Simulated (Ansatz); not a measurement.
SnSe:

```
Sn Se
1.0
     0.00000    3.01000    3.01000
     3.01000    0.00000    3.01000
     3.01000    3.01000    0.00000
Sn Se
1 1
Direct
  0.00000 0.00000 0.00000
  0.50000 0.50000 0.50000
```

Measurements of this composition are mostly on another form, of space group No. 62.

| Quantity | Value |
| --- | --- |
| Program | Ansatz 0.2.0 |
| Task | relaxation of cell and atoms |
| Functional | RPBE |
| Dispersion | D4 |
| Potentials or basis | all-electron LAPW, scalar-relativistic |
| Basis error allowed | 0.001 eV/atom |
| k mesh | 8 × 8 × 8 |
| Occupations | fermi-dirac, width 0.05 eV |
| Spin | no spin polarisation |

At the start: volume 27.27 Å³/atom.

**Question.** Where does the relaxation end?

**Answer.** Over 5 steps the energy falls by 5.6 meV/atom and the volume is 26.28 Å³/atom (-3.6 %); space group Fm-3m (No. 225, to 0.05 Å).

Step by step:
```csv
step,energy change (eV),largest force (eV/Å),volume (Å³)
1,0.0000,0.0000,54.54
2,-0.0105,0.0000,52.08
3,-0.0112,0.0000,52.64
4,-0.0112,0.0000,52.56
5,-0.0112,0.0000,52.56
```

Final structure:
```yaml
crystal:
  lattice:
    - [0.00000, 2.97304, 2.97304]
    - [2.97304, 0.00000, 2.97304]
    - [2.97304, 2.97304, 0.00000]
  atoms:
    - { symbol: Sn, position: [0.00000, 0.00000, 0.00000] }
    - { symbol: Se, position: [0.50000, 0.50000, 0.50000] }
```
